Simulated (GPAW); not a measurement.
# Ge in GPAW: the effect of strain tetragonal

Ge:

```
CELL_PARAMETERS angstrom
-2.47151 2.47151 1.51629
2.47151 -2.47151 1.51629
2.47151 2.47151 -1.51629
ATOMIC_POSITIONS crystal
Ge 0.50000 0.50000 0.00000
Ge 0.25000 0.75000 0.50000
```

This isn't the form of Ge at room conditions, which is diamond.

Alike in all runs:

```yaml
Program: GPAW 26.7.0
Task: single point
Functional: PBEsol
Potentials_or_basis: PAW data sets generated in the run's folder for this functional
Cutoff: 600 eV
Basis: pw
k_mesh: 11 × 11 × 11
Occupations: fermi-dirac, width 0.05 eV
Spin: no spin polarisation
Maxiter: 150
```

| strain tetragonal | pressure (GPa) |
| --- | --- |
| -0.04 | ? |
| -0.02 | -0.5 |
| -0.01 | -0.6 |
| 0 | -0.7 |
| 0.01 | -0.7 |

Q: What does the run with strain tetragonal -0.04 give?

A: Pressure 0.4 GPa.

Worked out: A straight line through the other rows of the pressure, of slope -7 GPa per unit of strain tetragonal, extrapolates to -0.4 GPa, against the run's 0.4.

Caveats: the density grid can change from cell to cell, which puts small steps into energies and stress.

Runs at the PBE level aren't shown here.
